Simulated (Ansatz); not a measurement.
**C: rattling a relaxed structure**

The cell was found from a structure generator's guess, not taken from experiment.

These are results of DFT PBE, scalar-relativistic, plane waves, PAW in Ansatz, not measurements. Plane waves to 420 eV, a k mesh through Γ of 12×12×10 on the computed 9-atom cell and Gaussian smearing (0.10 eV); no spin polarisation.

The cell below (9 atoms, space group P3_221 (No. 154)) is relaxed within its symmetry.

```cif
data_structure
_symmetry_space_group_name_H-M 'P 1'
_symmetry_Int_Tables_number 1
_cell_length_a 4.2899
_cell_length_b 4.2899
_cell_length_c 3.6267
_cell_angle_alpha 90.000
_cell_angle_beta 90.000
_cell_angle_gamma 120.000
_cell_volume 57.80
loop_
_atom_site_label
_atom_site_type_symbol
_atom_site_fract_x
_atom_site_fract_y
_atom_site_fract_z
_atom_site_occupancy
C1 C 0.72236 0.25477 0.55232 1
C2 C 0.74523 0.46758 0.21899 1
C3 C 0.53242 0.27764 0.88566 1
C4 C 0.25477 0.72236 0.44768 1
C5 C 0.46758 0.74523 0.78101 1
C6 C 0.27764 0.53242 0.11434 1
C7 C 0.85590 0.00000 0.66667 1
C8 C 0.00000 0.85590 0.33333 1
C9 C 0.14410 0.14410 0.00000 1
```

For the test it was strained at random (σ = 1.5 % a component), the atoms were moved at random (σ = 0.15 Å), and all was relaxed again on a coarse 6×6×6 mesh (in the run’s order of axes) with 0.20 eV smearing, with no symmetry imposed.

**Question.** What happens?

**Answer.** It doesn't return. The energy falls by 508 meV/atom on that mesh, the volume changes by -1.4 %, and the end has space group P1 (No. 1) at a loose tolerance. Relaxed again on a 6×6×6 mesh with 0.02 eV smearing, the new structure lies 510 meV/atom below the first (mesh in the axes of the run's cell; the cell below is made exact in the group named). Space group P1 (No. 1), triclinic, a = 3.669 Å, b = 4.068 Å, c = 4.336 Å, α = 118.0°, β = 92.2°, γ = 92.0°. Around C on its first site lie 4 C at 1.52–1.56 Å; around C on its second site lie 4 C at 1.52–1.58 Å; C on its third site has 4 C at 1.52–1.61 Å and 1 C at 1.88 Å; C on its fourth site is surrounded by 4 C at 1.50–1.56 Å; 5 more sites not described.

```
CELL_PARAMETERS angstrom
3.66908 0.00000 0.00000
-0.14186 4.06602 0.00000
-0.16857 -2.04012 3.82192
ATOMIC_POSITIONS crystal
C 0.52441 0.44546 0.62781
C 0.23186 0.20651 0.68179
C 0.84599 0.19877 0.51297
C 0.44301 0.53030 0.32123
C 0.77613 0.82008 0.49591
C 0.15393 0.80027 0.36759
C 0.67634 0.85728 0.85931
C 0.34027 0.15322 0.00044
C 0.00807 0.98811 0.13295
```
